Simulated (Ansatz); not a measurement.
## A series in volume scale on InSe

Periodic Kohn-Sham DFT of a crystal at fixed atoms, scaled to volume_scale times the given cell; pressure positive in compression, energy less spherical unpolarised free atoms, largest_vzz the field gradient of largest size among the nuclei. The results are calculated, by Ansatz 0.2.0.

The cell before it is scaled or strained (space group R3m, No. 160):
```
CELL_PARAMETERS angstrom
2.00000 1.15470 8.31670
-2.00000 1.15470 8.31670
0.00000 -2.30940 8.31670
ATOMIC_POSITIONS crystal
In 0.00000 0.00000 0.00000
In 0.11220 0.11220 0.11220
Se 0.61550 0.61550 0.61550
Se 0.83000 0.83000 0.83000
```

Settings of every row: method all-electron LAPW; functional PBEsol; relativity scalar; k mesh 7x7x7; filling fermi-dirac; smearing width 0.01 eV; basis error target 1 meV/atom; nucleus gaussian.

Atom start moment: 0 on all atoms.

Limits: a layered crystal: even scaling strains the bonds within the layers, so this curve is stiffer than the crystal under pressure; small gap, it may come from the mesh.

| row | volume scale | V (Å³/atom) | pressure (GPa) | energy less free atoms (eV/atom) |
| --- | --- | --- | --- | --- |
| 1 | 0.94 | 27.081 | 4.013 | -3.8631 |
| 2 | 0.96 | 27.657 | 2.617 | -3.875 |
| 3 | 0.98 | 28.234 | 1.372 | -3.8821 |
| 4 | 0.99 | 28.522 | 0.801 | -3.8841 |
| 5 | 1 | 28.81 | 0.262 | -3.885 |
| 6 | 1.01 | 29.098 | -0.248 | -3.885 |
| 7 | 1.02 | 29.386 | -0.729 | -3.8841 |
| 8 | 1.04 | 29.962 | ? | ? |
| 9 | 1.06 | 30.538 | -2.4 | -3.8726 |

Question: what pressure should row 8 give?

Worked fit of pressure. Take u = (V_r/V)^(2/3) − 1 with V_r = 28.666 Å³ an atom, which is twice the finite (Eulerian) strain; such expansions in the strain, on which the Birch-Murnaghan equation of state is built, carry the rest volume and the bulk modulus. The shown rows have u = 0.03865, 0.02418, 0.01017, 0.00336, -0.00333, -0.00992, -0.0164, -0.0413. Least squares give pressure = 0.5273 + 80.492 × u + 241.94 × u² + 223 × u³ GPa; a parabola predicts inner rows, each left out in turn, worse (root mean square 0.0035 against 0.0012 GPa). The rows lie off it by 0.000, -0.001, 0.001, 0.001, 0.000, 0.000, 0.000, 0.000. The pressure vanishes at u = -0.0067, or V = 28.96 Å³ an atom, and there the bulk modulus at fixed shape and fractions is B = −V dP/dV = (2/3)(1 + u) dP/du = 51.2 GPa. Letting shape and atoms relax would as a rule lower it, by much in layered, chain or molecular crystals. The withheld row has u = -0.02905, so the fit gives 0.5273 + 80.492 × (-0.02905) + 241.94 × (-0.02905)² + 223 × (-0.02905)³ = -1.612 GPa.

The calculation gave -1.613 GPa. The fit lies 0.001 GPa (0.016 % of the column's range) above it, one unit of the last digit.

The other values of row 8: energy less free atoms -3.8799 eV/atom.
